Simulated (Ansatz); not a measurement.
Cubic perovskite CsPbI3 (cubic high-temperature phase) was calculated with LDA in Ansatz (PAW).

Settings: plane-wave cutoff 520 eV, 6×6×6 k mesh, Fermi–Dirac smearing 0.01 eV, scalar-relativistic PAW data made under PBE.

Energies at three volumes about the minimum:

```tsv
V (Å³/atom)	E − E_lowest (meV/atom)
45.393	1.30
46.319	0.00
47.245	1.08
```

Task: Fit a parabola by hand: where is the minimum, what lattice constant follows, and what is the bulk modulus?

Result: Slopes: (0.00 − 1.30)/(46.319 − 45.393) = -1.404 and (1.08 − 0.00)/(47.245 − 46.319) = 1.166 meV/Å³. Curvature E″ = 2 × (1.166 − (-1.404))/(47.245 − 45.393) = 2.775 meV/Å⁶. From the middle of the first interval, the slope vanishes at V0 = 45.8560 − (-1.404)/2.775 = 46.362 Å³/atom. B = V0 E″ = 46.362 × 2.775 meV/Å³ × 0.1602 GPa per meV/Å³ = 20.6 GPa. With 5 atoms in the cube, a = (5 × 46.362)^(1/3) = 6.143 Å. The full Birch–Murnaghan fit to all volumes gives V0 = 46.343 Å³/atom and B0 = 20.5 GPa.

Note: the relaxation could not lower the start's symmetry, so the cell can be a saddle point above a distorted one.

Ansatz is a program for electronic structure.
